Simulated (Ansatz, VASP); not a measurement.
KF in VASP and in Ansatz

The input INCAR:

```
  ALGO = Normal
  EDIFF = 1E-6
  ENCUT = 520
  GGA = PE
  ISIF = 2
  ISMEAR = -1
  LASPH = True
  LCHARG = False
  LREAL = False
  LWAVE = False
  NBANDS = 15
  NELM = 100
  PREC = Accurate
  SIGMA = 0.02
```

KPOINTS

```
k-points
0
Gamma
  8 8 8
```

The input POSCAR:

```
KF
1.0
    3.2907669295      0.0000000000      0.0000000000
    0.0000000000      3.1788706815      0.0000000000
    0.0000000000      0.0000000000      3.1788706815
K F
1 1
Direct
    0.0000000000      0.0000000000      0.0000000000
    0.5000000000      0.5000000000      0.5000000000
```

Input for Ansatz:

```yaml
crystal:
  lattice:
    - [3.2907669295, 0.0, 0.0]
    - [0.0, 3.1788706815, 0.0]
    - [0.0, 0.0, 3.1788706815]
  atoms:
    - { symbol: K, position: [0.0, 0.0, 0.0] }
    - { symbol: F, position: [0.5, 0.5, 0.5] }
kpoints:
  mp_grid: { grid: [8, 8, 8] }
  band_path:
    path: [[0.0, 0.0, 0.0], [0.0, 0.5, 0.0], [0.5, 0.5, 0.0], [0.5, 0.5, 0.5]]
    npoints: 1
hamiltonian:
  xc: pbe
scf:
  occupations: { method: fermi_dirac, width: 0.02 }
  n_extra_bands: 4
output:
  forces: true
  stress: true
  eigenvalues: true
```

Change from the starting cell: uniaxial_x strain +3.5%.

Alike in both runs: task single point; functional PBE; k mesh 8 × 8 × 8; occupations fermi-dirac, width 0.02 eV; no spin polarisation.

|  | VASP | Ansatz |
| --- | --- | --- |
| version | VASP 6.6.1 | Ansatz 0.2.0 |
| potentials or method | VASP PAW PBE potentials, release 64 (K_sv, F) | plane waves, PAW |
| plane-wave cutoff (eV) | 520 | 420 |
| valence electrons in the cell | 16 | 16 |

|  | VASP | Ansatz | Ansatz less VASP |
| --- | --- | --- | --- |
| gap on the k mesh at the Fermi level (eV) | 6.49 | 6.51 | +0.019 |
| pressure (GPa) | 1.5 | 1.5 | -0.02 |
| largest component of the traceless stress (GPa) | 2.06 | 2.05 | -0.003 |

With one functional, cell and mesh, what is left measures potentials, basis and numerics.

A k mesh can miss the band edges.
